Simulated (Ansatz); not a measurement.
Stackings of close-packed layers of TaN (capitals for Ta, lower case for the other element), each relaxed to a stress under 0.05 GPa; energies count from the stacking AcBaCb (R-3m).

Computed with DFT PBE, scalar-relativistic, plane waves, PAW (Ansatz 0.2.0).

Settings: cutoff 420 eV, Γ-centred mesh 12×12×4 on the computed 10-atom cell, Gaussian smearing of 0.10 eV; no spin polarisation.

Start (AcBcAbCaBc):

```xyz
10
Lattice="3.1299 0.0000 0.0000 -1.5649 2.7105 0.0000 0.0000 0.0000 12.6977" Properties=species:S:1:pos:R:3 pbc="T T T"
Ta    0.0000    0.0000    0.0000
N     1.5649    0.9035    1.2698
Ta    0.0000    1.8070    2.5395
N     1.5649    0.9035    3.8093
Ta    0.0000    0.0000    5.0791
N     0.0000    1.8070    6.3489
Ta    1.5649    0.9035    7.6186
N     0.0000    0.0000    8.8884
Ta    0.0000    1.8070   10.1582
N     1.5649    0.9035   11.4279
```

**Question.** What does the relaxation give?

**Answer.** The free energy falls by 72 meV/atom.

| Quantity | Value |
| --- | --- |
| excess energy (meV/atom) | -56.4 |
| excess energy on a denser mesh (meV/atom) | -57.4 |
| spacing of like layers (Å) | 2.710 |
| a (Å) | 3.031 |
| gap on the mesh (eV) | 0 |
| denser mesh | 21×21×8 |

Relaxed structure:
```
CELL_PARAMETERS angstrom
3.03106 0.00000 0.00000
-1.51553 2.62497 0.00000
0.00000 0.00000 13.54991
ATOMIC_POSITIONS crystal
Ta 0.00000 0.00000 0.99662
N 0.66667 0.33333 0.10000
Ta 0.33333 0.66667 0.20338
N 0.66667 0.33333 0.30205
Ta 0.00000 0.00000 0.40794
N 0.33333 0.66667 0.50454
Ta 0.66667 0.33333 0.60000
N 0.00000 0.00000 0.69546
Ta 0.33333 0.66667 0.79206
N 0.66667 0.33333 0.89795
```

Spin-orbit coupling is left out, which matters for the bands of heavy elements.

Small energy differences in metals hang on the k mesh (about 10 mJ/m² or 1 to 2 meV/atom on the mesh of the relaxation).

It took 3.8 min on 1 thread of Arm Neoverse V2 (shared host), peak memory 0.58 GiB.

The reference crystal is a form of TaN, which isn't its usual structure.